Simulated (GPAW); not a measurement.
# SrO (Fm-3m) in GPAW: reference runs

How does SrO come out in PBE? The cell is run as given and disturbed.

Program: GPAW 26.7.0. These are calculated values, not measurements. Logs are shortened: lines on timing, memory, paths and dates and some standing lists are left out, and cuts for length are marked. The log counts tension as positive stress, the text compression.

**1. The structure**

Symmetry: Fm-3m, No. 225, cubic system. Conventional cell: a = 5.133 Å, b = 5.133 Å, c = 5.133 Å, α = 90.00°, β = 90.00°, γ = 90.00°. Sr (site symmetry m-3m) has 6 O at 2.57 Å as nearest neighbours. O (site symmetry m-3m) is surrounded by 6 Sr at 2.57 Å.

**2. Single point, PBE**

Input file run.py:

```python
from ase import Atoms
from ase.dft.bandgap import bandgap
from ase.io import write
from ase.units import GPa
from gpaw import GPAW, PW

atoms = Atoms(['Sr', 'O'],
              cell=[[0.0, 2.5663, 2.5663],
                    [2.5663, 0.0, 2.5663],
                    [2.5663, 2.5663, 0.0]],
              scaled_positions=[[0.5, 0.5, 0.5],
                                [0.0, 0.0, 0.0]],
              pbc=True)

calc = GPAW(mode=PW(800),
            xc='PBE',
            kpts={'size': (9, 9, 9), 'gamma': True},
            occupations={'name': 'fermi-dirac', 'width': 0.05},
            nbands=16,
            convergence={'density': 1e-05, 'energy': 1e-05},
            maxiter=150,
            txt='gpaw.txt')
atoms.calc = calc
energy = atoms.get_potential_energy()
forces = atoms.get_forces()
stress = atoms.get_stress()
calc.write('gs.gpw')
write('result.traj', atoms)
print(f'Energy: {energy:.6f} eV')
print('Forces (eV/A):')
print(forces.round(4))
print('Stress (GPa):', (stress / GPa).round(3))
print('Fermi level:', round(calc.get_fermi_level(), 4), 'eV')
print(f'Gap: {bandgap(calc)[0]:.4f} eV, direct: {bandgap(calc, direct=True)[0]:.4f} eV')
```

Potentials or basis: GPAW PAW data sets (gpaw-data 1.2.1), pw.

On the command line:

```
OMP_NUM_THREADS=1 python run.py
```

gpaw.txt:

```text
__  _  _
 | _ |_)|_||  |
 |__||  | ||/\| - 26.7.0

Input parameters:
  mode=PW(ecut=800.0),
  convergence={'density': 1e-05, 'energy': 1e-05},
  kpts=MonkhorstPack(size=(9, 9, 9), gamma=True),
  maxiter=150,
  nbands=16,
  occupations=Occupations(name='fermi-dirac', width=0.05),
  xc=XC(name='PBE')

Diagonalizing LCAO Hamiltonian
Converting LCAO to pw mode

               Sr

       O

Atoms  # Å, Bohr magnetons
|   | symbol |        x |        y |        z |    initial magnetic moments |
|---|--------|----------|----------|----------|-----------------------------|
| 0 |     Sr | 2.566300 | 2.566300 | 2.566300 | ( 0.0000,  0.0000,  0.0000) |
| 1 |      O | 0.000000 | 0.000000 | 0.000000 | ( 0.0000,  0.0000,  0.0000) |

Unit cell  # Å
| periodic |        x |        y |        z |  lengths |    angles |
|----------|----------|----------|----------|----------|-----------|
|      yes | 0.000000 | 2.566300 | 2.566300 | 3.629296 | 60.000000 |
|      yes | 2.566300 | 0.000000 | 2.566300 | 3.629296 | 60.000000 |
|      yes | 2.566300 | 2.566300 | 0.000000 | 3.629296 | 60.000000 |

Number of symmetries: 48
Symmetry operations  # r_c * U_cc + t_c -> r_c
|    | kind |            matrix            |
|----|------|------------------------------|
|  0 |  σ   |  1, 0, 0,  1, 0,-1,  1,-1, 0 |
|  1 |  C2  |  1, 0, 0,  1,-1, 0,  1, 0,-1 |
|  2 |  E   |  1, 0, 0,  0, 1, 0,  0, 0, 1 |
|  3 |  σ   |  1, 0, 0,  0, 0, 1,  0, 1, 0 |
|  4 |  C4  |  1, 0,-1,  1, 0, 0,  1,-1, 0 |
|  5 |  S6  |  1, 0,-1,  1,-1, 0,  1, 0, 0 |
|  6 |  σ   |  1, 0,-1,  0, 1,-1,  0, 0,-1 |
|  7 |  C3  |  1, 0,-1,  0, 0,-1,  0, 1,-1 |
|  8 |  S6  |  1,-1, 0,  1, 0, 0,  1, 0,-1 |
|  9 |  C4  |  1,-1, 0,  1, 0,-1,  1, 0, 0 |
| 10 |  C3  |  1,-1, 0,  0,-1, 1,  0,-1, 0 |
| 11 |  σ   |  1,-1, 0,  0,-1, 0,  0,-1, 1 |
| 12 |  σ   |  0, 1, 0,  1, 0, 0,  0, 0, 1 |
| 13 |  C4  |  0, 1, 0,  0, 1,-1, -1, 1, 0 |
| 14 |  C3  |  0, 1, 0,  0, 0, 1,  1, 0, 0 |
| 15 |  S6  |  0, 1, 0, -1, 1, 0,  0, 1,-1 |
| 16 |  C2  |  0, 1,-1,  1, 0,-1,  0, 0,-1 |
| 17 |  σ   |  0, 1,-1,  0, 1, 0, -1, 1, 0 |
| 18 |  S4  |  0, 1,-1,  0, 0,-1,  1, 0,-1 |
| 19 |  C4  |  0, 1,-1, -1, 1, 0,  0, 1, 0 |
| 20 |  C3  |  0, 0, 1,  1, 0, 0,  0, 1, 0 |
| 21 |  σ   |  0, 0, 1,  0, 1, 0,  1, 0, 0 |
| 22 |  S6  |  0, 0, 1,  0,-1, 1, -1, 0, 1 |
| 23 |  C4  |  0, 0, 1, -1, 0, 1,  0,-1, 1 |
| 24 |  S4  |  0, 0,-1,  1, 0,-1,  0, 1,-1 |
| 25 |  C3  |  0, 0,-1,  0, 1,-1,  1, 0,-1 |
| 26 |  C2  |  0, 0,-1,  0,-1, 0, -1, 0, 0 |
| 27 |  S6  |  0, 0,-1, -1, 0, 0,  0,-1, 0 |
| 28 |  S4  |  0,-1, 1,  1,-1, 0,  0,-1, 0 |
| 29 |  C4  |  0,-1, 1,  0, 0, 1, -1, 0, 1 |
| 30 |  C2  |  0,-1, 1,  0,-1, 0,  1,-1, 0 |
| 31 |  σ   |  0,-1, 1, -1, 0, 1,  0, 0, 1 |
| 32 |  C3  |  0,-1, 0,  1,-1, 0,  0,-1, 1 |
| 33 |  S6  |  0,-1, 0,  0, 0,-1, -1, 0, 0 |
| 34 |  S4  |  0,-1, 0,  0,-1, 1,  1,-1, 0 |
| 35 |  C2  |  0,-1, 0, -1, 0, 0,  0, 0,-1 |
| 36 |  C2  | -1, 1, 0,  0, 1, 0,  0, 1,-1 |
| 37 |  S6  | -1, 1, 0,  0, 1,-1,  0, 1, 0 |
| 38 |  S4  | -1, 1, 0, -1, 0, 1, -1, 0, 0 |
| 39 |  C3  | -1, 1, 0, -1, 0, 0, -1, 0, 1 |
| 40 |  S6  | -1, 0, 1,  0, 0, 1,  0,-1, 1 |
| 41 |  C2  | -1, 0, 1,  0,-1, 1,  0, 0, 1 |
| 42 |  C3  | -1, 0, 1, -1, 1, 0, -1, 0, 0 |
| 43 |  S4  | -1, 0, 1, -1, 0, 0, -1, 1, 0 |
| 44 |  C2  | -1, 0, 0,  0, 0,-1,  0,-1, 0 |
| 45 |  i   | -1, 0, 0,  0,-1, 0,  0, 0,-1 |
| 46 |  σ   | -1, 0, 0, -1, 1, 0, -1, 0, 1 |
| 47 |  C2  | -1, 0, 0, -1, 0, 1, -1, 1, 0 |

BZ-sampling:
  Number of BZ points: 729
  Number of IBZ points: 35

  Monkhorst-Pack size: [9, 9, 9]
  Monkhorst-Pack shift: [0, 0, 0]

K-points  # in reciprocal-cell coordinates
|     |                                coordinates |     weight |
|-----|--------------------------------------------|------------|
|   0 | (  0.00000000,   0.00000000,   0.00000000) | 0.00137174 |
|   1 | (  0.11111111,   0.11111111,   0.00000000) | 0.00823045 |
|   2 | (  0.11111111,   0.11111111,   0.11111111) | 0.01097394 |
|   3 | (  0.22222222,   0.11111111,   0.11111111) | 0.01646091 |
|   4 | (  0.22222222,   0.22222222,   0.00000000) | 0.00823045 |
|   5 | (  0.22222222,   0.22222222,   0.11111111) | 0.03292181 |
|   6 | (  0.22222222,   0.22222222,   0.22222222) | 0.01097394 |
|   7 | (  0.33333333,   0.22222222,   0.11111111) | 0.03292181 |
|   8 | (  0.33333333,   0.22222222,   0.22222222) | 0.03292181 |
|   9 | (  0.33333333,   0.33333333,  -0.33333333) | 0.01646091 |
| ... |                                            |            |
|  34 | (  0.44444444,   0.44444444,   0.44444444) | 0.01097394 |

Plane wave coefficients: 1807
Cutoff: 800.0 eV

Spin-components: 1 (collinear spins)
Bands:           16
Projectors:      10
Spin-degeneracy: 2
Datatype:        complex128

Density:
  Valence electrons: 16.0
  Components: 1
  Grid points: [24 24 24]
  Charge: 0.0  # |e|

Potential:
  Grid points: [24 24 24]

species:
  Sr:
    name:    Strontium
    Z:       38.0
    valence: 10
    core:    28
    charge:  0.0  # [|e|]
    compensation charges:
      type: gauss
      rc: 0.40  # [Å]
      lmax: 2
    cutoffs:
      filter: 2.39  # [Å]
      core: 1.85  # [Å]
    projectors
    | kind |    occ | energy [eV] | rcut [Å] |
    |------|--------|-------------|----------|
    |   4s |  2.000 |     -40.883 |    1.291 |
    |   5s |  2.000 |      -3.525 |    1.291 |
    |   4p |  6.000 |     -22.826 |    1.291 |
    |    p |        |       4.386 |    1.291 |
    |    d |        |       0.000 |    1.254 |

    Using partial waves for Sr as LCAO basis

  O:
    name:    Oxygen
    Z:       8.0
    valence: 6
    core:    2
    charge:  0.0  # [|e|]
    compensation charges:
      type: gauss
      rc: 0.21  # [Å]
      lmax: 2
    cutoffs:
      filter: 1.17  # [Å]
      core: 0.83  # [Å]
    projectors
    | kind |    occ | energy [eV] | rcut [Å] |
    |------|--------|-------------|----------|
    |   2s |  2.000 |     -23.961 |    0.688 |
    |   2p |  4.000 |      -9.029 |    0.598 |
    |    s |        |       3.251 |    0.688 |
    |    p |        |      18.182 |    0.598 |
    |    d |        |       0.000 |    0.619 |

    Using partial waves for O as LCAO basis

Reference energy: -88537.622309  # eV

eigensolver:
  PPCG
  Converge bands: occupied
  niter=2

density mixing:
  MSR1-Mixer
  Pratt-step length: 0.05
  Maximum mixing coefficient: 0.75
  Old densities: 10
  SVD Regularization: 0.005
  Good broyden scale: 1.0
  Trust region scale: 1.0
  Backstep threshold: 4.0
  History deletion threshold: 6.0
  Fourier metric: weight=20.0, sigma=0.015

occupation numbers:
  Fermi-Dirac:
    width: 0.0500  # eV

poisson solver:
  ecut: 6400.0  # eV

xc functional:
  name: PBE with 2 nearest neighbor stencil

convergence criteria:
- Maximum integral of absolute [dens]ity change: 1e-05 electrons / valence electron
- Maximum [total energy] change in last 3 cyles: 1e-05 eV / valence electron
- Maximum integral of absolute [eigenst]ate change: 4e-08 eV^2 / valence electron
maximum number of iterations: 150

SCF iterations
|iter     | |      energy | eigst |  dens |
|---------|-|-------------|-------|-------|
|iter:   1| |  -13.851202 | +0.45 |       |
|iter:   2| |  -13.352432 | -1.96 | -0.92 |
|iter:   3| |  -12.283059 | -1.22 | -0.98 |
|iter:   4| |  -12.279892 | -2.77 | -1.44 |
|iter:   5| |  -12.291188 | -3.18 | -1.65 |
|iter:   6| |  -12.291019 | -4.84 | -2.67 |
|iter:   7| |  -12.291089 | -5.46 | -3.06 |
|iter:   8| |  -12.291095c| -6.64 | -3.60 |
|iter:   9| |  -12.291095c| -7.44c| -4.63 |
|iter:  10| |  -12.291095c| -7.75c| -5.04c|

Converged in 10 steps
Energy contributions relative to reference atoms: (reference = -88537.622309)

Energy contributions:
  Kinetic:          16.745993
  Coulomb:         -13.857240
  Zero:             -0.110906
  External:          0.000000
  Xc:              -15.068942
  Entropy:          -0.000000
  Spinorbit:         0.000000
  ----------------------------
  Free energy:     -12.291095
  Extrapolated:    -12.291095

dipole moment: (-14.413150, -14.413150, -14.413150)  # |e|*Ang

Fermi level: 6.171
Eigenvalues  # (at kpt = [0.000, 0.000, 0.000])
| band index |      eig [eV] | occ [0-2] |
|------------|---------------|-----------|
|          0 |       -27.101 |     2.000 |
|          1 |        -9.883 |     2.000 |
|          2 |        -8.757 |     2.000 |
|          3 |        -8.757 |     2.000 |
|          4 |        -8.757 |     2.000 |
|          5 |         5.151 |     2.000 |
[... 8 lines left out ...]
|         14 |        17.651 |     0.000 |
|         15 |        28.472 |     0.000 |

Gap: 3.417 eV
Transition (v -> c):
  (s=0, k=0, n=7, [0.00, 0.00, 0.00]) -> (s=0, k=30, n=8, [0.44, 0.44, 0.00])
Direct/indirect transitions are different
Direct gap: 3.499 eV
Transition at: (s=0, k=30, n=7, [0.44, 0.44, 0.00])

Forces  # eV/Ang
|        x |       y |       z |
|----------|---------|---------|
|  0.00000 | 0.00000 | 0.00000 |  # Sr   0
| -0.00000 | 0.00000 | 0.00000 |  # O    1

Stress tensor  # eV/Ang^3
|         x |         y |         z |
|-----------|-----------|-----------|
| -0.023918 | -0.000000 | -0.000000 |
| -0.000000 | -0.023918 |  0.000000 |
| -0.000000 |  0.000000 | -0.023918 |

# Writing to gs.gpw (mode='')
```

Wall time 19 s (1 thread of Arm Neoverse V1, shared host); peak memory 0.16 GiB.

What came out:

* Free energy: -12.2911 eV
* Pressure: 3.8 GPa
* Band gap on the k mesh: 3.42 eV, indirect (least direct gap 3.50 eV)

Levels at points of the mesh, in eV from the valence-band top:
```csv
k point,band 5,band 6,band 7,band 8,band 9,band 10,band 11,band 12
"(0.00, 0.00, 0.00)",-13.91,0.00,0.00,0.00,4.06,6.30,6.30,6.30
```

Caveat: an odd mesh through Γ misses points on the zone boundary, where band edges often lie.

**3. Single point, PBE (atoms moved at random, drawn with an rms of 0.05 Å)**

run.py, as its differences from that of step 2:

```diff
@@ -1,4 +1,3 @@
-from ase import Atoms
 from ase.dft.bandgap import bandgap
-from ase.io import write
+from ase.io import read, write
 from ase.units import GPa
@@ -6,9 +5,3 @@
 
-atoms = Atoms(['Sr', 'O'],
-              cell=[[0.0, 2.5663, 2.5663],
-                    [2.5663, 0.0, 2.5663],
-                    [2.5663, 2.5663, 0.0]],
-              scaled_positions=[[0.5, 0.5, 0.5],
-                                [0.0, 0.0, 0.0]],
-              pbc=True)
+atoms = read('POSCAR')
```

Input file POSCAR:

```
SrO
1.0
    0.0000000000      2.5663000000      2.5663000000
    2.5663000000      0.0000000000      2.5663000000
    2.5663000000      2.5663000000      0.0000000000
Sr O
1 1
Direct
    0.4980420000      0.4967900000      0.5061100000
    0.0223730000     -0.0020820000     -0.0049030000
```

Potentials or basis: GPAW PAW data sets (gpaw-data 1.2.1), pw.

On the command line:

```
OMP_NUM_THREADS=1 python run.py
```

gpaw.txt:

```text
__  _  _
 | _ |_)|_||  |
 |__||  | ||/\| - 26.7.0

Input parameters:
  mode=PW(ecut=800.0),
  convergence={'density': 1e-05, 'energy': 1e-05},
  kpts=MonkhorstPack(size=(9, 9, 9), gamma=True),
  maxiter=150,
  nbands=16,
  occupations=Occupations(name='fermi-dirac', width=0.05),
  xc=XC(name='PBE')

Diagonalizing LCAO Hamiltonian
Converting LCAO to pw mode

               Sr

       O

Atoms  # Å, Bohr magnetons
|   | symbol |         x |        y |        z |    initial magnetic moments |
|---|--------|-----------|----------|----------|-----------------------------|
| 0 |     Sr |  2.573742 | 2.576955 | 2.553037 | ( 0.0000,  0.0000,  0.0000) |
| 1 |      O | -0.017926 | 0.044833 | 0.052073 | ( 0.0000,  0.0000,  0.0000) |

Unit cell  # Å
| periodic |        x |        y |        z |  lengths |    angles |
|----------|----------|----------|----------|----------|-----------|
|      yes | 0.000000 | 2.566300 | 2.566300 | 3.629296 | 60.000000 |
|      yes | 2.566300 | 0.000000 | 2.566300 | 3.629296 | 60.000000 |
|      yes | 2.566300 | 2.566300 | 0.000000 | 3.629296 | 60.000000 |

Number of symmetries: 1
Symmetry operations  # r_c * U_cc + t_c -> r_c
|   | kind |            matrix            |
|---|------|------------------------------|
| 0 |  E   |  1, 0, 0,  0, 1, 0,  0, 0, 1 |

BZ-sampling:
  Number of BZ points: 729
  Number of IBZ points: 365

  Monkhorst-Pack size: [9, 9, 9]
  Monkhorst-Pack shift: [0, 0, 0]

K-points  # in reciprocal-cell coordinates
|     |                                coordinates |     weight |
|-----|--------------------------------------------|------------|
|   0 | (  0.00000000,   0.00000000,   0.00000000) | 0.00137174 |
|   1 | (  0.00000000,   0.00000000,   0.11111111) | 0.00274348 |
|   2 | (  0.00000000,   0.00000000,   0.22222222) | 0.00274348 |
|   3 | (  0.00000000,   0.00000000,   0.33333333) | 0.00274348 |
|   4 | (  0.00000000,   0.00000000,   0.44444444) | 0.00274348 |
|   5 | (  0.00000000,   0.11111111,  -0.44444444) | 0.00274348 |
|   6 | (  0.00000000,   0.11111111,  -0.33333333) | 0.00274348 |
|   7 | (  0.00000000,   0.11111111,  -0.22222222) | 0.00274348 |
|   8 | (  0.00000000,   0.11111111,  -0.11111111) | 0.00274348 |
|   9 | (  0.00000000,   0.11111111,   0.00000000) | 0.00274348 |
| ... |                                            |            |
| 364 | (  0.44444444,   0.44444444,   0.44444444) | 0.00274348 |

Plane wave coefficients: 1807
Cutoff: 800.0 eV

Spin-components: 1 (collinear spins)
Bands:           16
Projectors:      10
Spin-degeneracy: 2
Datatype:        complex128

Density:
  Valence electrons: 16.0
  Components: 1
  Grid points: [24 24 24]
  Charge: 0.0  # |e|

Potential:
  Grid points: [24 24 24]

species:
  Sr:
    name:    Strontium
    Z:       38.0
    valence: 10
    core:    28
    charge:  0.0  # [|e|]
    compensation charges:
      type: gauss
      rc: 0.40  # [Å]
      lmax: 2
    cutoffs:
      filter: 2.39  # [Å]
      core: 1.85  # [Å]
    projectors
    | kind |    occ | energy [eV] | rcut [Å] |
    |------|--------|-------------|----------|
    |   4s |  2.000 |     -40.883 |    1.291 |
    |   5s |  2.000 |      -3.525 |    1.291 |
    |   4p |  6.000 |     -22.826 |    1.291 |
    |    p |        |       4.386 |    1.291 |
    |    d |        |       0.000 |    1.254 |

    Using partial waves for Sr as LCAO basis

  O:
    name:    Oxygen
    Z:       8.0
    valence: 6
    core:    2
    charge:  0.0  # [|e|]
    compensation charges:
      type: gauss
      rc: 0.21  # [Å]
      lmax: 2
    cutoffs:
      filter: 1.17  # [Å]
      core: 0.83  # [Å]
    projectors
    | kind |    occ | energy [eV] | rcut [Å] |
    |------|--------|-------------|----------|
    |   2s |  2.000 |     -23.961 |    0.688 |
    |   2p |  4.000 |      -9.029 |    0.598 |
    |    s |        |       3.251 |    0.688 |
    |    p |        |      18.182 |    0.598 |
    |    d |        |       0.000 |    0.619 |

    Using partial waves for O as LCAO basis

Reference energy: -88537.622309  # eV

eigensolver:
  PPCG
  Converge bands: occupied
  niter=2

density mixing:
  MSR1-Mixer
  Pratt-step length: 0.05
  Maximum mixing coefficient: 0.75
  Old densities: 10
  SVD Regularization: 0.005
  Good broyden scale: 1.0
  Trust region scale: 1.0
  Backstep threshold: 4.0
  History deletion threshold: 6.0
  Fourier metric: weight=20.0, sigma=0.015

occupation numbers:
  Fermi-Dirac:
    width: 0.0500  # eV

poisson solver:
  ecut: 6400.0  # eV

xc functional:
  name: PBE with 2 nearest neighbor stencil

convergence criteria:
- Maximum integral of absolute [dens]ity change: 1e-05 electrons / valence electron
- Maximum [total energy] change in last 3 cyles: 1e-05 eV / valence electron
- Maximum integral of absolute [eigenst]ate change: 4e-08 eV^2 / valence electron
maximum number of iterations: 150

SCF iterations
|iter     | |      energy | eigst |  dens |
|---------|-|-------------|-------|-------|
|iter:   1| |  -13.847720 | +0.46 |       |
|iter:   2| |  -13.347757 | -1.96 | -0.92 |
|iter:   3| |  -12.275660 | -1.20 | -0.98 |
|iter:   4| |  -12.272561 | -2.77 | -1.44 |
|iter:   5| |  -12.283873 | -3.18 | -1.65 |
|iter:   6| |  -12.283708 | -4.83 | -2.67 |
|iter:   7| |  -12.283778 | -5.46 | -3.06 |
|iter:   8| |  -12.283784c| -6.65 | -3.60 |
|iter:   9| |  -12.283784c| -7.44c| -4.63 |
|iter:  10| |  -12.283784c| -7.76c| -5.04c|

Converged in 10 steps
Energy contributions relative to reference atoms: (reference = -88537.622309)

Energy contributions:
  Kinetic:          16.881292
  Coulomb:         -13.959733
  Zero:             -0.113238
  External:          0.000000
  Xc:              -15.092105
  Entropy:          -0.000000
  Spinorbit:         0.000000
  ----------------------------
  Free energy:     -12.283784
  Extrapolated:    -12.283784

dipole moment: (14.125731, 0.785761, 0.851832)  # |e|*Ang

Fermi level: 6.115
Eigenvalues  # (at kpt = [0.000, 0.000, 0.000])
| band index |      eig [eV] | occ [0-2] |
|------------|---------------|-----------|
|          0 |       -27.097 |     2.000 |
|          1 |        -9.903 |     2.000 |
|          2 |        -8.753 |     2.000 |
|          3 |        -8.753 |     2.000 |
|          4 |        -8.738 |     2.000 |
|          5 |         5.132 |     2.000 |
[... 8 lines left out ...]
|         14 |        17.645 |     0.000 |
|         15 |        28.384 |     0.000 |

Gap: 3.447 eV
Transition (v -> c):
  (s=0, k=0, n=7, [0.00, 0.00, 0.00]) -> (s=0, k=360, n=8, [0.44, 0.44, 0.00])
Direct/indirect transitions are different
Direct gap: 3.519 eV
Transition at: (s=0, k=360, n=7, [0.44, 0.44, 0.00])

Forces  # eV/Ang
|        x |        y |        z |
|----------|----------|----------|
| -0.06016 |  0.08145 |  0.16028 |  # Sr   0
|  0.06020 | -0.08143 | -0.16027 |  # O    1

Stress tensor  # eV/Ang^3
|         x |         y |         z |
|-----------|-----------|-----------|
| -0.023939 | -0.000094 | -0.000181 |
| -0.000094 | -0.024317 |  0.000240 |
| -0.000181 |  0.000240 | -0.026560 |

# Writing to gs.gpw (mode='')
```

Run time: 2.9 min. Hardware: 1 thread of Arm Neoverse V1, shared host; peak memory 0.44 GiB.

Results:

| Property | Result |
| --- | --- |
| Free energy | -12.2838 eV |
| Pressure | 4.0 GPa |
| Largest force | 0.190 eV/Å |
| Band gap on the k mesh | 3.45 eV, indirect (least direct gap 3.52 eV) |

Forces on the atoms (eV/Å):
```
Sr  -0.060  0.081  0.160
O    0.060 -0.081 -0.160
```

Stress tensor (GPa, compression positive):
```
 3.84  0.02  0.03
 0.02  3.90 -0.04
 0.03 -0.04  4.26
```

Levels at points of the mesh, in eV from the valence-band top:
| k point | band 4 | band 5 | band 6 | band 7 | band 8 | band 9 | band 10 | band 11 | band 12 |
| --- | --- | --- | --- | --- | --- | --- | --- | --- | --- |
| (0.00, 0.00, 0.00) | -13.89 | -13.87 | 0.00 | 0.00 | 0.00 | 4.07 | 6.32 | 6.34 | 6.35 |

Caveat: an odd mesh through Γ misses points on the zone boundary, where band edges often lie.
